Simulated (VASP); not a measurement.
# AlP (F-43m) in VASP: notebook

AlP is run at these levels: PBE+D3(BJ); tasks: single point.

Everything below comes from runs of VASP 6.6.1. Logs are shortened: lines on timing, memory, paths and dates and some standing lists are left out, and cuts for length are marked.

**Measured values to compare with.**

From a printed reference work, data compilation, for a bulk crystal of AlP at 4.2 K: band gap 2.505 eV (indirect).

How close the calculation comes is told below.

### Step 1. The cell of the first run

The structure is cubic, space group F-43m (No. 216). Conventional cell: a = 5.340 Å, b = 5.340 Å, c = 5.340 Å, α = 90.00°, β = 90.00°, γ = 90.00°. Within 3.1 Å of Al (site symmetry -43m) lie 4 P at 2.31 Å. Within 3.1 Å of P (site symmetry -43m) lie 4 Al at 2.31 Å.

### Step 2. Single point, PBE+D3(BJ)

Input file INCAR:

```
SYSTEM = AlP
ALGO     = Normal         ! electronic algorithm
EDIFF    = 1E-6           ! SCF threshold, eV
ENCUT    = 500            ! plane-wave cutoff, eV
GGA      = PE             ! functional
GGA_COMPAT= .FALSE.      
ISIF     = 2              ! what is computed and relaxed
ISMEAR   = -1             ! smearing method
IVDW     = 12             ! dispersion correction
LASPH    = .TRUE.         ! aspherical terms in the spheres
LCHARG   = .FALSE.        ! write CHGCAR
LREAL    = .FALSE.        ! projectors in reciprocal space
LWAVE    = .FALSE.        ! write WAVECAR
NBANDS   = 11             ! bands
NELM     = 120            ! most SCF steps
PREC     = Accurate       ! precision mode
SIGMA    = 0.01           ! smearing width, eV
```

Input file KPOINTS:

```
k-points
0
G
  6 6 6
  0 0 0
```

Input file POSCAR:

```
AlP
1.0
    0.0000000000      2.6698619393      2.6698619393
    2.6698619393      0.0000000000      2.6698619393
    2.6698619393      2.6698619393      0.0000000000
Al P
1 1
Direct
    0.0000000000      0.0000000000      0.0000000000
    0.2500000000      0.2500000000      0.2500000000
```

Potentials or basis: VASP PAW PBE potentials, release 64 (Al, P).

Started as:

```bash
$ cat potpaw_PBE.64/Al/POTCAR potpaw_PBE.64/P/POTCAR > POTCAR
$ mpirun -np 1 vasp_std > vasp.out
```

OUTCAR:

```text
SYSTEM = AlP
   EDIFF = 1E-6
   ENCUT = 500
   GGA = PE
   ISIF = 2
   ISMEAR = -1
   IVDW = 12
   LASPH = .TRUE.
   LREAL = .FALSE.
   NELM = 120
   PREC = Accurate
 IVDW          = 12

 ion  position               nearest neighbor table
   1  0.000  0.000  0.000-   2 2.31   2 2.31   2 2.31   2 2.31
   2  0.250  0.250  0.250-   1 2.31   1 2.31   1 2.31   1 2.31

  LATTYP: Found a face centered cubic cell.
 ALAT       =     5.3397238786

  Lattice vectors:

 A1 = (   0.0000000000,   2.6698619393,   2.6698619393)
 A2 = (   2.6698619393,   0.0000000000,   2.6698619393)
 A3 = (   2.6698619393,   2.6698619393,   0.0000000000)

Analysis of symmetry for initial positions (statically):
=====================================================================
 Subroutine PRICEL returns:
 Original cell was already a primitive cell.

 Routine SETGRP: Setting up the symmetry group for a
 face centered cubic supercell.

 Subroutine GETGRP returns: Found 24 space group operations
 (whereof 24 operations were pure point group operations)
 out of a pool of 48 trial point group operations.

The static configuration has the point symmetry T_d .

Analysis of symmetry for dynamics (positions and initial velocities):
=====================================================================
 Subroutine PRICEL returns:
 Original cell was already a primitive cell.

 Routine SETGRP: Setting up the symmetry group for a
 face centered cubic supercell.

 Subroutine GETGRP returns: Found 24 space group operations
 (whereof 24 operations were pure point group operations)
 out of a pool of 48 trial point group operations.

The dynamic configuration has the point symmetry T_d .

 Subroutine INISYM returns: Found 24 space group operations
 (whereof 24 operations are pure point group operations),
 and found     1 'primitive' translations

----------------------------------------------------------------------------------------

                                     Primitive cell

  volume of cell :      38.0624

  direct lattice vectors                    reciprocal lattice vectors
     0.000000000  2.669861939  2.669861939    -0.187275601  0.187275601  0.187275601
     2.669861939  0.000000000  2.669861939     0.187275601 -0.187275601  0.187275601
     2.669861939  2.669861939  0.000000000     0.187275601  0.187275601 -0.187275601

  length of vectors
     3.775754964  3.775754964  3.775754964     0.324370856  0.324370856  0.324370856

  position of ions in fractional coordinates (direct lattice)
     0.000000000  0.000000000  0.000000000
     0.250000000  0.250000000  0.250000000

  ion indices of the primitive-cell ions
   primitive index   ion index
                 1           1
                 2           2

----------------------------------------------------------------------------------------

 KPOINTS: k-points

Automatic generation of k-mesh.
 Grid dimensions read from file:
 generate k-points for:    6    6    6

 Generating k-lattice:

  Cartesian coordinates                     Fractional coordinates (reciprocal lattice)
    -0.031212600  0.031212600  0.031212600     0.166666667  0.000000000  0.000000000
     0.031212600 -0.031212600  0.031212600     0.000000000  0.166666667  0.000000000
     0.031212600  0.031212600 -0.031212600     0.000000000  0.000000000  0.166666667

  Length of vectors
     0.054061809  0.054061809  0.054061809

  Shift w.r.t. Gamma in fractional coordinates (k-lattice)
     0.000000000  0.000000000  0.000000000

 Subroutine IBZKPT returns following result:
 ===========================================

 Found     16 irreducible k-points:

 Following reciprocal coordinates:
            Coordinates               Weight
  0.000000  0.000000  0.000000      1.000000
  0.166667  0.000000  0.000000      8.000000
  0.333333  0.000000  0.000000      8.000000
  0.500000  0.000000  0.000000      4.000000
  0.166667  0.166667  0.000000      6.000000
  0.333333  0.166667  0.000000     24.000000
[... 8 lines left out ...]
 -0.333333  0.333333  0.166667     24.000000
 -0.333333  0.500000  0.166667     12.000000
   k-points           NKPTS =     16   k-points in BZ     NKDIM =     16   number of bands    NBANDS=     11
   number of dos      NEDOS =    301   number of ions     NIONS =      2
   total plane-waves  NPLWV =  21952
   dimension x,y,z NGX =    28 NGY =   28 NGZ =   28
   dimension x,y,z NGXF=    56 NGYF=   56 NGZF=   56
   ions per type =               1   1
   NGX,Y,Z   is equivalent  to a cutoff of  12.33, 12.33, 12.33 a.u.
   NGXF,Y,Z  is equivalent  to a cutoff of  24.66, 24.66, 24.66 a.u.
 SYSTEM =  AlP
   PREC   = accura    normal or accurate (medium, high low for compatibility)
   ISTART =      0    job   : 0-new  1-cont  2-samecut
   ICHARG =      2    charge: 1-file 2-atom 10-const
   ISPIN  =      1    spin polarized calculation?
   LNONCOLLINEAR =      F non collinear calculations
   LSORBIT =      F    spin-orbit coupling
   LASPH  =      T    aspherical Exc in radial PAW
   ENCUT  =  500.0 eV  36.75 Ry    6.06 a.u.   6.88  6.88  6.88*2*pi/ulx,y,z
   NELM   =    120;   NELMIN=  2; NELMDL= -5     # of ELM steps
   EDIFF  = 0.1E-05   stopping-criterion for ELM
   LREAL  =      F    real-space projection
   EDIFFG = 0.1E-04   stopping-criterion for IOM
   NSW    =      0    number of steps for IOM
   IBRION =     -1    ionic relax: 0-MD 1-quasi-New 2-CG
   NFREE  =      0    steps in history (QN), initial steepest desc. (CG)
   ISIF   =      2    stress and relaxation
   ISYM   =      2    0-nonsym 1-usesym 2-fastsym
   POTIM  = 0.5000    time-step for ionic-motion
   TEBEG  =    0.0;   TEEND  =   0.0 temperature during run
   PSTRESS=    0.0 pullay stress
   NELECT =       8.0000    total number of electrons
   NUPDOWN=      -1.0000    fix difference up-down
   EMIN   =  10.00;   EMAX   =-10.00  energy-range for DOS
   EFERMI =   0.00;   METHOD = LEGACY
   ISMEAR =    -1;   SIGMA  =   0.01  broadening in eV -4-tet -1-fermi 0-gaus
   EFERMI_NEDOS =   21; number of points for ismear=-14 and -15
   IALGO  =     38    algorithm
   IMIX   =      4    mixing-type and parameters
     AMIX     =   0.40;   BMIX     =  1.00
     AMIX_MAG =   1.60;   BMIX_MAG =  1.00
  volume/ion in A,a.u.               =      19.03       128.43
  Fermi-wavevector in a.u.,A,eV,Ry     =   0.973358  1.839380 12.890516  0.947426
  Thomas-Fermi vector in A             =   2.103731
   LORBIT       =      0    0 simple, 1 ext, 2 COOP (PROOUT), +10 PAW based schemes
   GGA     = PE    functional components
   LHFCALC =     F    Hartree Fock is set to
   AEXX    =    0.0000 exact exchange contribution
   IVDW    =    12    specifies the selected vdW correction
   LEPSILON=     F    determine dielectric tensor
   LRPA    =     F    only Hartree local field effects (RPA)
 non-spin polarized calculation
  energy-cutoff  :      500.00
  volume of cell :       38.06
 maximum number of plane-waves:       982
   NGX = 13   NGY = 13   NGZ = 13

 number of electron       7.9999999 magnetization

 Free energy of the ion-electron system (eV)
  ---------------------------------------------------
  ext. energy  EPLUGINS =         0.00000000
  ---------------------------------------------------
  free energy    TOTEN  =       -10.27096124 eV

  energy without entropy =      -10.27096124  energy(sigma->0) =      -10.27096124

 E-fermi :   5.4163     XC(G=0):  -9.4692

 val. band max:        5.2170301287   @ k =   0.0000   0.0000   0.0000
 cond. band min:       6.6519042991   @ k =   0.5000   0.5000   0.0000
 fundamental gap:      1.4348741705
 Fermi energy:         5.4162936883

 k-point     1 :       0.0000    0.0000    0.0000
  band No.  band energies     occupation
      1      -6.6863      2.00000
      2       5.2170      2.00000
      3       5.2170      2.00000
      4       5.2170      2.00000
      5       9.1028      0.00000
      6       9.8671      0.00000
      7       9.8671      0.00000
      8       9.8671      0.00000
      9      14.1222      0.00000
     10      14.1222      0.00000
     11      15.9878      0.00000

 k-point     2 :       0.1667    0.0000    0.0000
  band No.  band energies     occupation
      1      -6.3591      2.00000
      2       3.2913      2.00000
      3       4.9596      2.00000
      4       4.9596      2.00000
      5       9.1466      0.00000
      6      10.3255      0.00000
      7      10.3255      0.00000
      8      11.2800      0.00000
      9      13.4525      0.00000
     10      13.4525      0.00000
     11      16.3780      0.00000

 k-point     3 :       0.3333    0.0000    0.0000
  band No.  band energies     occupation
      1      -5.4968      2.00000
      2       0.6754      2.00000
      3       4.5700      2.00000
      4       4.5700      2.00000
      5       8.5239      0.00000
      6      10.3133      0.00000
      7      10.3133      0.00000
      8      13.4998      0.00000
      9      14.4911      0.00000
     10      14.4911      0.00000
     11      15.9583      0.00000

 k-point     4 :       0.5000    0.0000    0.0000
  band No.  band energies     occupation
      1      -4.8362      2.00000
      2      -0.6209      2.00000
      3       4.4143      2.00000
      4       4.4143      2.00000
      5       8.2814      0.00000
      6      10.0449      0.00000
      7      10.0449      0.00000
      8      13.6662      0.00000
      9      16.9609      0.00000
     10      16.9609      0.00000
     11      17.6706      0.00000

 k-point     5 :       0.1667    0.1667    0.0000
  band No.  band energies     occupation
      1      -6.2488      2.00000
      2       3.5282      2.00000
      3       4.4137      2.00000
      4       4.4137      2.00000
      5       8.8579      0.00000
      6      10.2810      0.00000
      7      11.2580      0.00000
      8      11.2580      0.00000
      9      12.5164      0.00000
     10      14.6720      0.00000
     11      17.8556      0.00000
[... 99 lines left out ...]
 k-point    13 :       0.5000    0.5000    0.0000
  band No.  band energies     occupation
      1      -4.1020      2.00000
      2      -0.3272      2.00000
      3       2.9732      2.00000
      4       2.9732      2.00000
      5       6.6519      0.00000
      6       7.6513      0.00000
      7      16.8668      0.00000
      8      16.8668      0.00000
      9      17.5787      0.00000
     10      17.5787      0.00000
     11      18.0615      0.00000

 k-point    14 :       0.5000    0.3333    0.1667
  band No.  band energies     occupation
      1      -4.8078      2.00000
      2       0.6388      2.00000
      3       2.3493      2.00000
      4       3.5091      2.00000
      5       9.0907      0.00000
      6      10.1467      0.00000
      7      10.9278      0.00000
      8      13.7298      0.00000
      9      14.9118      0.00000
     10      17.1529      0.00000
     11      19.1203      0.00000

 k-point    15 :      -0.3333    0.3333    0.1667
  band No.  band energies     occupation
      1      -4.2837      2.00000
      2       0.0073      2.00000
      3       1.8713      2.00000
      4       3.0808      2.00000
      5       9.2774      0.00000
      6      10.3422      0.00000
      7      12.3561      0.00000
      8      13.0599      0.00000
      9      14.4788      0.00000
     10      17.5739      0.00000
     11      18.6407      0.00000

 k-point    16 :      -0.3333    0.5000    0.1667
  band No.  band energies     occupation
      1      -4.0566      2.00000
      2      -0.0237      2.00000
      3       2.0841      2.00000
      4       2.3394      2.00000
      5       8.5052      0.00000
      6       9.6148      0.00000
      7      13.1375      0.00000
      8      13.5098      0.00000
      9      17.0053      0.00000
     10      17.5417      0.00000
     11      19.0535      0.00000

------------------------ aborting loop because EDIFF is reached ----------------------------------------

 Edisp (eV)   -0.66244

 E8    (eV) :    -0.2746

  FORCE on cell =-STRESS in cart. coord.  units (eV):
  Direction    XX          YY          ZZ          XY          YZ          ZX
  --------------------------------------------------------------------------------------
  -------------------------------------------------------------------------------------
  Total       1.48254     1.48254     1.48254    -0.00000    -0.00000    -0.00000
  in kB      62.40520    62.40520    62.40520    -0.00000    -0.00000    -0.00000
  external pressure =       62.41 kB  Pullay stress =        0.00 kB

 VOLUME and BASIS-vectors are now :
 -----------------------------------------------------------------------------
  energy-cutoff  :      500.00
  volume of cell :       38.06
      direct lattice vectors                 reciprocal lattice vectors
     0.000000000  2.669861939  2.669861939    -0.187275601  0.187275601  0.187275601
     2.669861939  0.000000000  2.669861939     0.187275601 -0.187275601  0.187275601
     2.669861939  2.669861939  0.000000000     0.187275601  0.187275601 -0.187275601

 POSITION                                       TOTAL-FORCE (eV/Angst)
 -----------------------------------------------------------------------------------
      0.00000      0.00000      0.00000         0.000000      0.000000     -0.000000
      1.33493      1.33493      1.33493        -0.000000     -0.000000      0.000000
 -----------------------------------------------------------------------------------
    total drift:                                0.000000      0.000000      0.000000

  FREE ENERGIE OF THE ION-ELECTRON SYSTEM (eV)
  ---------------------------------------------------
  free  energy   TOTEN  =       -10.9334058285 eV

  energy  without entropy=      -10.9334058285  energy(sigma->0) =      -10.93340583
```

Wall time 4.7 s (1 thread of AMD EPYC 9R45 (Zen 5), shared host); peak memory 0.13 GiB.

What came out:

```
Free energy                : -10.9334 eV
Pressure                   : 6.2 GPa
Band gap on the k mesh     : 1.43 eV, indirect (least direct gap 3.68 eV)
Dispersion energy per atom : -0.331 eV
```

A k mesh can miss the band edges. PBE gaps usually lie below the measured ones, often by a third to a half.

(Part 1 of 2 ends here.)
